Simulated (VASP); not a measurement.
The system is Te.

```
Te
1.0
     2.30590    1.33131    1.69095
    -2.30590    1.33131    1.69095
     0.00000   -2.66263    1.69095
Te
1
Direct
  0.50000 0.50000 0.50000
```

This isn't the form of Te at room conditions, which is trigonal, of chains.

* Program: VASP 6.6.1
* Task: relaxation of cell and atoms
* Functional: PBE
* Potentials or basis: VASP PAW PBE potentials, release 64 (Te)
* Cutoff: 600 eV
* k mesh: 9 × 9 × 9
* Occupations: fermi-dirac, width 0.05 eV
* Spin: no spin polarisation

At the start: pressure 2.6 GPa; volume 31.15 Å³/atom.

Problem. How do energy, volume and symmetry change on relaxing?

Solution. Over 9 steps the energy falls by 15.0 meV/atom and the volume is 32.84 Å³/atom (+5.4 %); space group R-3m (No. 166, to 0.05 Å).

Step by step:
```
step  energy change (eV)  largest force (eV/Å)  pressure (GPa)  volume (Å³)
   1              0.0000                0.0000            2.58        31.15
   2             -0.0082                0.0000           -1.19        33.47
   3             -0.0114                0.0000            0.00        32.63
   4             -0.0120                0.0000           -0.01        32.66
   5             -0.0135                0.0000           -0.03        32.76
   6             -0.0149                0.0000           -0.13        32.92
   7             -0.0149                0.0000           -0.15        32.94
   8             -0.0146                0.0000            0.44        32.57
   9             -0.0150                0.0000            0.01        32.84
```

Final structure:
```xyz
1
Lattice="2.2958 1.3255 1.7987 -2.2958 1.3255 1.7987 0.0000 -2.6509 1.7987" Properties=species:S:1:pos:R:3 pbc="T T T"
Te    0.0000    0.0000    2.6981
```
